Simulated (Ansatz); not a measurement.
# CdS (P6_3mc): volume and gaps against pressure

```
CELL_PARAMETERS angstrom
4.12386 0.00000 0.00000
-2.06193 3.57137 0.00000
0.00000 0.00000 6.70969
ATOMIC_POSITIONS crystal
Cd 0.33333 0.66667 0.99922
Cd 0.66667 0.33333 0.49922
S 0.33333 0.66667 0.37578
S 0.66667 0.33333 0.87578
```

This is the zero-pressure cell under PBEsol. Cell and atoms are relaxed by PAW (default files of Ansatz 0.2.0, cutoff 420 eV, stress met within about 0.05 GPa) at each pressure, in this structure whether or not another phase would take over; P is the pressure reached, less that of this cell. Levels come from PBEsol, all-electron LAPW in Ansatz 0.2.0, with spin-orbit coupling; k mesh 6×6×4, fixed occupations, basis error target 0.5 meV/atom. Conduction levels are in eV over the valence top (at Γ), at fixed fractional wave vectors.

```tsv
P (GPa)	V/V₀	c/a	Γ	A ∥ z	L (oblique)
-2.00	1.0361	1.6265	1.000	2.664	3.324
0.00	1.0000	1.6270	1.079	2.739	3.340
1.99	0.9702	1.6267	1.145	2.798	3.349
4.00	0.9444	1.6280	1.201	2.849	3.348
7.00	?	?	?	?	?
10.00	0.8842	1.6337	1.328	2.960	3.318
14.99	0.8460	1.6450	1.394	3.031	3.265
```

Problem. Fit the third-order Birch-Murnaghan equation to the rows shown.

Solution. With f = [(V₀/V)^(2/3) − 1]/2, the normalised pressure F = P/[3f(1 + 2f)^(5/2)] is 60.5 GPa at f = -0.0117, 61.9 GPa at f = 0.0102, 62.3 GPa at f = 0.0194, 63.5 GPa at f = 0.0428, 64.2 GPa at f = 0.0590. The line F = B₀[1 + (3/2)(B′ − 4)f] gives B₀ = 61.3 GPa and B′ = 4.6.

Problem. What are the volume deformation potentials and pressure coefficients of these levels at zero pressure?

Solution. 

```
      level  dE/dlnV (eV)  dE/dP = −(dE/dlnV)/B₀ (meV/GPa)  mean slope up to 2.0 GPa (meV/GPa)
          Γ         -2.21                             36.0                                33.4
      A ∥ z         -2.03                             33.2                                29.9
L (oblique)         -0.37                              6.0                                 4.4
```

dE/dlnV is the slope of a cubic fit in ln V at V₀. The last column is read from two rows and shows how the slope bends with pressure. A level that another band crosses inside the range is left out of the tables.

Problem. What belongs in the row at 7.00 GPa?

Solution. The fits give V/V₀ = 0.9117 and Γ = 1.272 eV. Computed: V/V₀ = 0.9117, c/a = 1.6305, Γ = 1.271, A ∥ z = 2.911, L (oblique) = 3.337.

Keep in mind: no other phase was computed; many crystals of this kind change structure within this range, and rows or crossings beyond such a change describe a metastable lattice; the frozen-core PAW files of the relaxations were fitted under PBE, their cores solved anew for this functional; semilocal gaps are low, and the spacing of valleys can be off by tenths of an eV; levels are read at fixed fractional k, so an edge that moves off these points is missed.
